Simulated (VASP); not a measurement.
Input of a VASP 6.6.1 run:

Contents of INCAR:

```
SYSTEM = CeO
ALGO     = Fast           ! electronic algorithm
EDIFF    = 1E-7           ! SCF threshold, eV
ENCUT    = 520            ! plane-wave cutoff, eV
GGA      = PS             ! functional
ISIF     = 2              ! what is computed and relaxed
ISMEAR   = 0              ! smearing method
ISPIN    = 2              ! spin polarisation
LASPH    = .TRUE.         ! aspherical terms in the spheres
LCHARG   = .FALSE.        ! write CHGCAR
LDAU     = .TRUE.         ! DFT+U
LDAUJ    = 0 0          
LDAUL    = 3 -1           ! shell
LDAUPRINT= 1            
LDAUTYPE = 2            
LDAUU    = 5 0            ! U, eV
LMAXMIX  = 6              ! l up to which the mixer works
LORBIT   = 11             ! projections on sites
LREAL    = .FALSE.        ! projectors in reciprocal space
LWAVE    = .FALSE.        ! write WAVECAR
MAGMOM   = 1 0            ! initial moments
NELM     = 100            ! most SCF steps
PREC     = Accurate       ! precision mode
SIGMA    = 0.05           ! smearing width, eV
```

File KPOINTS:

```
k-points
0
G
  7 7 7
  0 0 0
```

File POSCAR:

```
CeO
1.0
    2.8880971600      0.0000000000      0.0000000000
    0.0000000000      2.8880971600      0.0000000000
    0.0000000000      0.0000000000      2.8880971600
Ce O
1 1
Direct
    0.0000000000      0.0000000000      0.0000000000
    0.5000000000      0.5000000000      0.5000000000
```

Potentials or basis: VASP PAW PBE potentials, release 64 (Ce, O).

The run is started by

```bash
$ cat potpaw_PBE.64/Ce/POTCAR potpaw_PBE.64/O/POTCAR > POTCAR
$ mpirun -np 1 vasp_std > vasp.out
```

Question: What does it give for the band gap on the k mesh?

Answer: None (metal or under the smearing width).

Question: What does it give for the pressure?

Answer: 45.2 GPa.

Question: Predict the site moments.

Answer: Ce +0.91; O -0.02 μB.

Question: Predict the net moment.

Answer: 0.94 μB per cell.

Eigenvalues of the final occupation matrices:
```
    site  spin  trace                         eigenvalues
site 1 f     1   0.90  0.01 0.01 0.01 0.04 0.28 0.28 0.28
site 1 f     2   0.15  0.01 0.01 0.01 0.03 0.03 0.03 0.03
```

Caveat: the magnetic or orbital state may not be the lowest; a pressure of tens of GPa on the cell as given is suspect, and the run, the potentials or the cell itself is likely at fault; the PAW data sets were made with another functional, which shifts forces and pressure a little; spin-orbit coupling is left out, which moves the levels of the heavy elements. The state reached can hang on the start; a lower one may exist.
